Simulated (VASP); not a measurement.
Wanted: the native input for a VASP 6.6.1 run.

```yaml
Task: relaxation of cell and atoms
Functional: PBE
Dispersion: TS
Potentials_or_basis: VASP PAW PBE potentials, release 64 (Sc_sv, Al)
Cutoff: 600 eV
k_mesh: 7 × 7 × 7
Occupations: fermi-dirac, width 0.05 eV
Spin: no spin polarisation
Further_INCAR_settings: ALGO = Normal; EDIFF = 1e-06; IBRION = 2; EDIFFG = -0.005; NSW = 60; ISIF = 3
```

The structure of ScAl3 lies in POSCAR:

```
ScAl3
1.0
    4.0878065700      0.0000000000      0.0000000000
    0.0000000000      4.0878065700      0.0000000000
    0.0000000000      0.0000000000      4.0878065700
Sc Al
1 3
Direct
    0.0000000000      0.0000000000      0.0000000000
    0.5000000000      0.5000000000      0.0000000000
    0.0000000000      0.5000000000      0.5000000000
    0.5000000000      0.0000000000      0.5000000000
```

The cell is a database's computed one.

The input as run:

INCAR

```
ALGO = Normal
EDIFF = 1E-6
EDIFFG = -0.005
ENCUT = 600
GGA = PE
IBRION = 2
ISIF = 3
ISMEAR = -1
IVDW = 2
LASPH = True
LCHARG = False
LREAL = False
LWAVE = False
NELM = 80
NSW = 60
PREC = Accurate
SIGMA = 0.05
```

KPOINTS

```
k-points
0
Gamma
  7 7 7
```

Potentials or basis: VASP PAW PBE potentials, release 64 (Sc_sv, Al).

The run is started by

```bash
$ cat potpaw_PBE.64/Sc_sv/POTCAR potpaw_PBE.64/Al/POTCAR > POTCAR
$ mpirun -np 1 vasp_std > vasp.out
```

It gave:

| Property | Result |
| --- | --- |
| Relaxed volume | 15.76 Å³/atom |
| Relaxed cell | a = 3.980 Å, b = 3.980 Å, c = 3.980 Å, α = 90.00°, β = 90.00°, γ = 90.00° |
| Space group after relaxing (to 0.05 Å) | Pm-3m (No. 221) |
| Energy gained by relaxing | 30.0 meV/atom |
| Ionic steps | 4 |
| Pressure after relaxing | 0.0 GPa |
| Band gap on the k mesh | none (metal or under the smearing width) |
| Hirshfeld charges | Sc +0.19; Al -0.06 e |
| Dispersion energy per atom | -0.758 eV |

Caveat: atom-pairwise D2, TS and ULG terms overbind metals; pairwise dispersion overbinds metals, which lowers pressure and volume.

Wall time 100 s on 1 thread of Intel(R) Xeon(R) Platinum 8375C CPU @ 2.90GHz (Ice Lake) (shared host), peak memory 0.23 GiB.
